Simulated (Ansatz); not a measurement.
# Zr: response to strain

Zr is deformed so: equal xy, yz and zx engineering shear strains of -1 %. What stress and forces result, by LAPW, PAW and all-electron datasets made for the crystal?

Computed with Ansatz 0.2.0 (DFT PBEsol, scalar-relativistic, unless a step's input says otherwise).

## (1) The structure to begin with

The structure is hexagonal, space group P6_3/mmc (No. 194). The conventional cell has a = 3.232 Å, b = 3.232 Å, c = 5.147 Å, α = 90.00°, β = 90.00°, γ = 120.00°. Around Zr (site symmetry -6m2) lie 12 Zr at 3.18 to 3.23 Å.

Structure file:

```
Zr
1.0
     3.23200    0.00000    0.00000
    -1.61600    2.79899    0.00000
     0.00000    0.00000    5.14700
Zr
2
Direct
  0.33333 0.66667 0.25000
  0.66667 0.33333 0.75000
```

Atoms are numbered in the order of the input: Zr1, Zr2.

## (2) After the deformation

Space group P6_3/mmc before, P-1 after.

## (3) LAPW, all electrons

File input.yaml:

```yaml
crystal:
  lattice:
    - [3.2319982225, -0.0161599911, -0.0161599911]
    - [-1.629994074, 2.8070725612, -0.0059149673]
    - [-0.025735, -0.025735, 5.147]
  atoms:
    - { symbol: Zr, position: [0.3333333333, 0.6666666667, 0.25] }
    - { symbol: Zr, position: [0.6666666667, 0.3333333333, 0.75] }
kpoints:
  mp_grid: { grid: [13, 13, 7] }
  band_path:
    path:
      - [0.0, 0.0, 0.0]
      - [0.0, 0.0, 0.5]
      - [-0.5, 0.5, 0.0]
      - [0.0, 0.0, 0.0]
      - [0.0, -0.5, 0.0]
      - [-0.5, 0.0, 0.5]
      - [0.0, 0.0, 0.0]
      - [-0.5, 0.0, 0.0]
      - [0.0, -0.5, 0.5]
    npoints: 5
scf:
  occupations: { method: fermi_dirac, width: 0.08 }
hamiltonian:
  xc: pbesol
  pseudopotentials: { kind: all_electron, lapw: { basis_error: 0.001 } }
output:
  forces: true
  stress: true
  eigenvalues: true
```

On the command line:

```bash
> ansatz run input.yaml --threads 1 --pin off --max-ram 3072MiB --backend cpu --events-out ev --progress --plain --runs-dir out
```

## (4) PAW with frozen cores

File input.yaml:

```yaml
crystal:
  lattice:
    - [3.2319982225, -0.0161599911, -0.0161599911]
    - [-1.629994074, 2.8070725612, -0.0059149673]
    - [-0.025735, -0.025735, 5.147]
  atoms:
    - { symbol: Zr, position: [0.3333333333, 0.6666666667, 0.25] }
    - { symbol: Zr, position: [0.6666666667, 0.3333333333, 0.75] }
kpoints:
  mp_grid: { grid: [13, 13, 7] }
scf:
  occupations: { method: fermi_dirac, width: 0.08 }
hamiltonian:
  xc: pbesol
  pseudopotentials: { kind: paw }
output:
  forces: true
  stress: true
  eigenvalues: true
  efg: { contact_densities: true }
```

## (5) All-electron PAW on datasets made for the crystal

input.yaml, as its differences from that of step 4:

```diff
@@ -14,3 +14,3 @@
   xc: pbesol
-  pseudopotentials: { kind: paw }
+  pseudopotentials: { kind: all_electron, datasets: crystal }
 output:
```

(Steps that only read results are left out.)

**Question.** What will these runs give? Wanted: pressure; largest shear or deviatoric stress.

As calculated:

| quantity | value |
| --- | --- |
| pressure | LAPW -3.25, PAW -3.27, crystal datasets -3.25 GPa |
| largest shear or deviatoric stress (LAPW) | 0.45 GPa |

**Reading.** The largest part of the stress beyond the pressure is 0.45 GPa in size, in the xy component; the atoms are carried along and not relaxed. No run of the undeformed cell stands beside it, so the pressure holds what the given cell had before the change. PAW: stress within 0.02 GPa of LAPW. Crystal datasets: stress within 0.01 GPa of LAPW.
